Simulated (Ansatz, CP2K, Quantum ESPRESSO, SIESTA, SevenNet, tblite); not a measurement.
# Cu/Pt superlattice along [001] (72 atoms) under volume change, by several methods

How stiff is Cu/Pt superlattice along [001] (72 atoms) under an even change of volume, and do other programs and learned potentials give the same pressure and slope as plane waves?

Results are calculated, not measured.

In doubt: a PseudoDojo file used here is known to give poor structures and forces (SIESTA), which bears on pressures, cells, forces and phonons.

**1. Set-up**

The cell holds 72 atoms (54 Cu and 18 Pt), with edges of 8.32, 8.32 and 13.13 Å. Recipe: fcc lattice with in-plane constant 3.924 Å; 3 periods of Cu and 1 of Pt along [001], 3 x 3 in-plane cells; the two parts stretched along z by 0.8705 and 1.0; minimised with a classical potential (one cell length free). Then the atoms were relaxed with SevenNet 0 in the fixed cell. Regions: Cu, 54 atoms; Pt, 18 atoms.

Neighbours by pair of elements; one cutoff, the widest of the pairs' first minima of g(r), serves all pairs of this metal (cutoffs were set anew for this text, so counts can differ from the run's own analysis):

```csv
pair A-B,cutoff (Å),bonds,mean length (Å),spread (Å),shortest (Å),B about A,A about B
Cu-Cu,3.11,324,2.65,0.199,2.48,12,12
Cu-Pt,3.11,72,2.61,0,2.61,1.33,4
Pt-Pt,3.11,72,2.78,0.008,2.77,8,8
```

**2. The reference input**

Quantum ESPRESSO 7.5: Kohn-Sham DFT, PBE, SSSP efficiency 1.3.0 pseudopotentials, plane waves. Its input, pw.in, for the unchanged cell:

```
&control
  calculation = 'scf'
  pseudo_dir = './pseudo'
  outdir = './tmp'
  disk_io = 'none'
  tprnfor = .true.
  tstress = .true.
/
&system
  ibrav = 0
  nat = 72
  ntyp = 2
  ecutwfc = 60
  ecutrho = 480
  nosym = .true.
  occupations = 'smearing'
  smearing = 'fd'
  degauss = 0.003675
/
&electrons
  conv_thr = 3.6e-07
  electron_maxstep = 100
  mixing_beta = 0.2
  mixing_mode = 'local-TF'
  diagonalization = 'david'
/
ATOMIC_SPECIES
Cu 63.546 Cu.upf
Pt 195.084 Pt.upf
CELL_PARAMETERS angstrom
8.32406 0.00000 0.00000
0.00000 8.32406 0.00000
0.00000 0.00000 13.12984
ATOMIC_POSITIONS crystal
Cu 0.00000 0.00000 0.04495
Cu 0.33333 0.00000 0.04495
Cu 0.66667 0.00000 0.04495
Cu 0.00000 0.33333 0.04495
[... 66 atom lines left out ...]
Pt 0.50000 0.83334 0.91426
Pt 0.83334 0.83334 0.91426
K_POINTS gamma
```

```console
$ OMP_NUM_THREADS=1 mpirun -np 4 pw.x -in pw.in > output.txt
```

The job ended after 7.2 min (4 MPI ranks of Arm Neoverse V1, shared host; peak memory 4.1 GiB; 29 min of CPU time).

It converged with an r.m.s. force component of 0.16 eV/Å and a pressure of 4.7 GPa.

**3. Levels of theory**

Every level solves the same cells as single points. CPU time is summed over a level's finished runs, on a host shared with the other runs, so it is rough; the force column is the median over cells of the r.m.s. difference of force components from the reference.

```
                level                      basis or training data  k-points  runs finished  CPU time  peak memory (GiB)  force difference (meV/Å)
              QE, PBE     plane waves, SSSP efficiency, 60/480 Ry         Γ         3 of 3    89 min                4.2                 reference
CP2K double zeta, PBE  DZVP-MOLOPT-SR, GTH-PBE potentials, 800 Ry         Γ         3 of 3    84 min                 10                        30
      SIESTA DZP, PBE    DZP orbitals, shift 0.01 Ry, mesh 500 Ry         Γ         3 of 3    43 min                2.3                        51
      tblite GFN1-xTB  tight binding with its own dispersion term         Γ         3 of 3      23 s               0.15                       149
           SevenNet 0          trained on PBE(+U) plane-wave data         -         3 of 3      27 s               0.95                       170
        SevenNet l3i5          trained on PBE(+U) plane-wave data         -         3 of 3      34 s                1.6                       294
```

The reference's own r.m.s. force component runs from 134 to 176 meV/Å over these cells. SevenNet 0 relaxed the atoms, so in the cells that it relaxed its own forces are small, and its entry isn't an independent test there.

**4. Pressure against volume**

The cell is scaled evenly with fractional positions held. The unchanged volume is 12.636 Å³ an atom. Pressures in GPa:

```
                level   -3 %      0   +3 %
              QE, PBE  11.16   4.67  -0.66
CP2K double zeta, PBE  13.86   7.17   1.56
      SIESTA DZP, PBE   7.65   2.05  -3.23
      tblite GFN1-xTB  30.16  23.29  17.46
           SevenNet 0   8.11   1.80  -2.99
        SevenNet l3i5  10.24   3.57  -2.09
```

Energy less that of the unchanged cell at the same level, in meV an atom:

```
                level   -3 %    +3 %
              QE, PBE  18.92   -5.00
CP2K double zeta, PBE  24.63  -10.13
      SIESTA DZP, PBE  11.12    1.59
      tblite GFN1-xTB  63.00  -48.01
           SevenNet 0  11.40    1.66
        SevenNet l3i5  16.11   -1.57
```

**5. Moduli**

From the three volumes nearest the unchanged one: B from the slope of pressure against ln V and from the curvature of the energy, the pressure that the slope of the energy implies, and the volume change at which the printed pressure crosses zero (a dash if it doesn't within the range).

```csv
level,B from pressures (GPa),B from energies (GPa),printed pressure (GPa),pressure from energies (GPa),zero pressure at (%)
"QE, PBE",196.9,196.1,4.67,5.05,+2.6
"CP2K double zeta, PBE",204.9,204.3,7.17,7.35,-
"SIESTA DZP, PBE",181.3,179.2,2.05,2.01,+1.2
tblite GFN1-xTB,211.7,211.2,23.29,23.46,-
SevenNet 0,185.0,184.0,1.80,2.06,+1.1
SevenNet l3i5,205.4,205.0,3.57,3.74,+1.9
```

As a check by hand on the reference: from -3 to +3 % the pressure falls by 11.82 GPa while ln V grows by 0.0600, a ratio of 196.9 GPa.

**6. Outcome**

The plane-wave reference (PBE) gives a bulk modulus of 196.9 GPa from its pressures, at a volume where its pressure is 4.67 GPa; that pressure crosses zero at +2.6 %. Other programs at PBE: CP2K double zeta, PBE 204.9 GPa (+4 %) and SIESTA DZP, PBE 181.3 GPa (-8 %); their pressures lie -2.62 to +2.50 GPa from the reference's. Learned potentials: SevenNet 0 185.0 GPa (-6 %) and SevenNet l3i5 205.4 GPa (+4 %); their pressures lie -2.87 to -1.10 GPa from the reference's.

Tight binding: tblite GFN1-xTB 211.7 GPa (+8 %); its pressure lies +18.62 GPa from the reference's. The moduli are read at one volume but at unlike pressures, and a cell under tension is as a rule softer than one under compression. All slopes lie within 8 % of the reference's, while the pressures at one volume spread over 21.5 GPa, so the levels would settle at unlike volumes. Moduli from the energies run from 179 to 211 GPa, within 10 % of those from pressures.

**Limits.** Atoms are held in fractional coordinates, so these moduli are upper bounds to relaxed ones. Three points at finite strain give rough moduli, at the given volume rather than at zero pressure. Pressures at a fixed plane-wave cutoff or in a small atom-centred basis hold some basis error. The reference samples only Γ, in a cell whose shortest periodic width is 8 Å. Spin–orbit coupling is left out, which matters for the levels of the heavy elements. The reference isn't exact: its cutoffs and mesh weren't converged further here. SIESTA's automatically made basis is far from complete, and its potentials were converted by us (checked for H, C, O, Si, Ge and Ca alone). The learned potentials mimic data converged in k, so the sampling error of the reference's coarse mesh counts against them here, while programs on the same mesh share it. The reference has no spin polarisation, so local moments can't form. Where levels are smeared, the DFT runs use Fermi–Dirac occupations at 580 K (0.05 eV), and energies are free energies.

[Logs are printed without paths, hosts, clocks, repeated set-up lines and the standing remarks that a program may print on its own settings, such as how far it seeks lower states.]

[Hosts, paths, dates, database ids (printed as entryN), source tags and the programs' standing remarks are cut or masked in the printed files.]
